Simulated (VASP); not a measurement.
Be2C:

```
C Be
1.0
     0.00000    2.16500    2.16500
     2.16500    0.00000    2.16500
     2.16500    2.16500    0.00000
C Be
1 2
Direct
  0.00000 0.00000 0.00000
  0.75000 0.75000 0.75000
  0.25000 0.25000 0.25000
```

Base run:

| Item | Value |
| --- | --- |
| Program | VASP 6.6.1 |
| Functional | PBE |
| Potentials or basis | VASP PAW PBE potentials, release 64 (C, Be) |
| Cutoff | 520 eV |
| k mesh | 12 × 12 × 12 |
| Occupations | gaussian, width 0.02 eV |
| Spin | no spin polarisation |

Its results: band gap on the k mesh 1.16 eV, indirect (least direct gap 4.13 eV); pressure 0.2 GPa.

Q: The run is repeated on the same cell with these changes: functional from PBE to LDA; potentials or basis from VASP PAW PBE potentials, release 64 (C, Be) to VASP PAW LDA potentials, release 64 (C, Be). What comes out?

A: Band gap on the k mesh 1.18 eV, indirect (least direct gap 4.02 eV); pressure -8.1 GPa.
